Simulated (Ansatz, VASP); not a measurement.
Given: the input of a run of Ansatz 0.2.0 on CaSe.

Contents of input.yaml:

```yaml
crystal:
  lattice:
    - [0.0, 2.956, 2.956]
    - [3.07424, 0.0, 2.956]
    - [3.07424, 2.956, 0.0]
  atoms:
    - { symbol: Se, position: [0.5, 0.5, 0.5] }
    - { symbol: Ca, position: [0.0, 0.0, 0.0] }
hamiltonian:
  xc: pbe
  pseudopotentials: { kind: paw }
kpoints:
  mp_grid: { grid: [8, 8, 8] }
scf:
  occupations: { method: fermi_dirac, width: 0.05 }
output:
  forces: true
  stress: true
  eigenvalues: true
relax:
  f_tol: 0.01
  max_steps: 40
```

Potentials or basis: Ansatz PAW.

Command:

```bash
$ ansatz run input.yaml --threads 2 --pin off --max-ram 5632MiB --backend cpu --events-out ev --progress --plain --runs-dir out
```

Task: Translate it to VASP 6.6.1. Potentials there: VASP PAW PBE potentials, release 64 (Se, Ca_sv).

Result: As run (the cutoff follows the program's own potentials):

Contents of INCAR:

```
ALGO = Normal ; EDIFF = 1E-7
EDIFFG = -0.02 ; ENCUT = 520
GGA = PE ; IBRION = 2
ISIF = 2 ; ISMEAR = -1
LASPH = True ; LCHARG = False
LREAL = False ; LWAVE = False
NELM = 80 ; NSW = 40
PREC = Accurate ; SIGMA = 0.05
```

KPOINTS

```
k-points
0
Gamma
  8 8 8
```

POSCAR

```
CaSe
1.0
    0.0000000000      2.9560000000      2.9560000000
    3.0742400000      0.0000000000      2.9560000000
    3.0742400000      2.9560000000      0.0000000000
Se Ca
1 1
Direct
    0.5000000000      0.5000000000      0.5000000000
    0.0000000000      0.0000000000      0.0000000000
```

Potentials or basis: VASP PAW PBE potentials, release 64 (Se, Ca_sv).

Launch:

```sh
$ cat potpaw_PBE.64/Se/POTCAR potpaw_PBE.64/Ca_sv/POTCAR > POTCAR
$ mpirun -np 1 vasp_std > vasp.out
```

Both were run:

|  | VASP | Ansatz | Ansatz less VASP |
| --- | --- | --- | --- |
| gap on the k mesh at the Fermi level, each at its own relaxed structure (eV) | 2.10 | 2.11 | +0.009 |

The two sets of potentials don't hold the same shells in valence.

Caveats: the relaxation stopped at its first step, so nothing moved. A k mesh can miss the band edges.
